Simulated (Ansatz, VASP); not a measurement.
# In: VASP beside Ansatz

```
CELL_PARAMETERS angstrom
-1.63298 1.63298 2.31000
1.63298 -1.63298 2.31000
1.63298 1.63298 -2.31000
ATOMIC_POSITIONS crystal
In 0.00000 0.00000 0.00000
```

Alike in both runs: functional LDA; k mesh 18 × 18 × 18; occupations gaussian, width 0.1 eV; no spin polarisation.

Ansatz relaxed the structure, and its values are those at the end. VASP's run is a single point on that final structure, the one shown.

|  | VASP | Ansatz |
| --- | --- | --- |
| version | VASP 6.6.1 | Ansatz 0.2.0 |
| potentials or method | VASP PAW LDA potentials, release 64 (In_d) | scalar-relativistic, plane waves, PAW |
| plane-wave cutoff (eV) | 520 | 420 |
| valence electrons in the cell | 13 | 13 |

Ansatz gave:

* gap on the k mesh at the Fermi level (eV): none
* pressure (GPa): 0.0

Q: Which values does VASP return?

A: gap on the k mesh at the Fermi level (eV): none; pressure (GPa): 0.1.

A gap of «none» marks a metal or a gap that the smearing closes. Ansatz warned: «pseudo_functional_mismatch».
